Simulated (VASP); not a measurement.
# TiO2 (Rutile): relaxation of cell and atoms with LDA

TiO2 (Rutile):

```
Ti O
1.0
     4.55152    0.00000    0.00000
     0.00000    4.55152    0.00000
     0.00000    0.00000    2.92146
Ti O
2 4
Cartesian
  4.5515 0.0000 0.0000
  2.2758 2.2758 1.4607
  1.3829 1.3829 0.0000
  0.8929 3.6586 1.4607
  3.1687 3.1687 0.0000
  3.6586 0.8929 1.4607
```

```
Program                : VASP 6.6.1
Task                   : relaxation of cell and atoms
Functional             : LDA
Potentials or basis    : VASP PAW LDA potentials, release 64 (Ti_sv, O)
Cutoff                 : 600 eV
k mesh                 : 6 × 6 × 10
Occupations            : gaussian, width 0.03 eV
Spin                   : no spin polarisation
Further INCAR settings : ALGO = Normal; EDIFF = 1e-07; IBRION = 2; EDIFFG = -0.005; NSW = 90; ISIF = 3
```

```yaml
Relaxed_volume: 10.09 Å³/atom
Relaxed_cell: a = 4.552 Å, b = 4.552 Å, c = 2.922 Å, α = 90.00°, β = 90.00°, γ = 90.00°
Space_group_after_relaxing_to_0.05_Å: P4_2/mnm (No. 136)
Energy_gained_by_relaxing: 0.0 meV/atom
Ionic_steps: 3
Pressure_after_relaxing: 0.0 GPa
Band_gap_on_the_k_mesh: 1.81 eV, direct
```

Forces in eV/Å, atoms in the order of the input:
```
Ti   0.000  0.000  0.000
Ti   0.000  0.000  0.000
O    0.002  0.002  0.000
O   -0.002  0.002  0.000
O   -0.002 -0.002  0.000
O    0.002 -0.002  0.000
```

Final structure:
```xyz
6
Lattice="4.5523 0.0000 0.0000 0.0000 4.5523 0.0000 0.0000 0.0000 2.9220" Properties=species:S:1:pos:R:3 pbc="T T T"
Ti    0.0000    0.0000    0.0000
Ti    2.2761    2.2761    1.4610
O     1.3831    1.3831    0.0000
O     0.8930    3.6592    1.4610
O     3.1692    3.1692    0.0000
O     3.6592    0.8930    1.4610
```

Levels at points of the mesh, in eV from the valence-band top:
| k point | band 21 | band 22 | band 23 | band 24 | band 25 | band 26 | band 27 | band 28 |
| --- | --- | --- | --- | --- | --- | --- | --- | --- |
| (0.00, 0.00, 0.00) | -0.70 | -0.48 | -0.48 | 0.00 | 1.81 | 2.10 | 2.40 | 2.51 |
| (0.50, 0.00, 0.00) | -1.70 | -1.70 | -0.79 | -0.79 | 2.53 | 2.53 | 3.09 | 3.09 |
| (0.50, 0.50, 0.00) | -1.32 | -1.32 | -1.11 | -1.11 | 1.85 | 1.85 | 2.54 | 2.54 |
| (0.00, 0.00, 0.50) | -2.57 | -2.57 | -1.47 | -1.47 | 3.04 | 3.04 | 3.26 | 3.26 |
| (0.50, 0.00, 0.50) | -2.15 | -2.15 | -1.10 | -1.10 | 1.86 | 1.86 | 3.29 | 3.29 |
| (0.50, 0.50, 0.50) | -1.39 | -1.39 | -0.68 | -0.68 | 2.61 | 2.61 | 3.23 | 3.23 |

It took 73 s on 2 MPI ranks on Intel(R) Xeon(R) Platinum 8488C (Sapphire Rapids), on a shared host, peak memory 0.21 GiB a rank.

A k mesh can miss the band edges.
